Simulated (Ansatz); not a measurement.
Base system: TlCl in the CsCl type structure (space group Pm-3m, No. 221; a = 3.7692 Å). Axes: x, y, z lie along the cube axes.

Method: PBEsol (Ansatz, a program for electronic structure, PAW, no spin-orbit coupling).

Perturbation: every lattice vector is stretched by 0.50 %, atoms relaxed at fixed cell.

Problem. Predict the stress tensor and what it implies for the stiffness.

Solution. Stress of the strained cell less that of the base (GPa, compression positive):
```
  -0.43    0.00    0.00
   0.00   -0.43    0.00
   0.00    0.00   -0.43
```

Then B = −ΔP/(ΔV/V₀) with ΔV/V₀ = 0.0151 gives secant stiffness values (nonlinear terms included at this strain): B ≈ 29 GPa.

Whether these cells are dynamically stable was not tested.
